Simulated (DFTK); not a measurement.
The system is HgTe (Coloradoite).

```
Hg Te
1.0
     0.00000    3.21450    3.21450
     3.21450    0.00000    3.21450
     3.21450    3.21450    0.00000
Hg Te
1 1
Direct
  0.00000 0.00000 0.00000
  0.75000 0.75000 0.75000
```

```yaml
Program: DFTK 0.8.2
Task: single point
Functional: PBEsol
Potentials_or_basis: dojo.nc.sr.pbesol.v0_4_1.standard.upf (PBEsol)
Cutoff: 1088 eV
k_mesh: 7 × 7 × 7
Occupations: fermi-dirac, width 0.05 eV
Spin: no spin polarisation
```

On this cell: pressure 1.8 GPa; largest force zero by symmetry; band gap on the k mesh none (metal or under the smearing width).

The same run follows on a disturbed copy (atoms moved at random, drawn with an rms of 0.05 Å):

```
CELL_PARAMETERS angstrom
0.00000 3.21450 3.21450
3.21450 0.00000 3.21450
3.21450 3.21450 0.00000
ATOMIC_POSITIONS crystal
Hg 0.99737 0.00315 0.99558
Te 0.74873 0.75226 0.74921
```

What changes?

The energy (extrapolated to zero smearing) moves by +0.3 meV/atom; pressure 1.8 GPa; largest force 0.076 eV/Å; band gap on the k mesh none (metal or under the smearing width).

Forces on the atoms (eV/Å):
```
Hg   0.037  0.066  0.009
Te  -0.037 -0.066 -0.009
```

Stress tensor (GPa, compression positive):
```
1.83 0.03 0.25
0.03 1.83 0.14
0.25 0.14 1.83
```
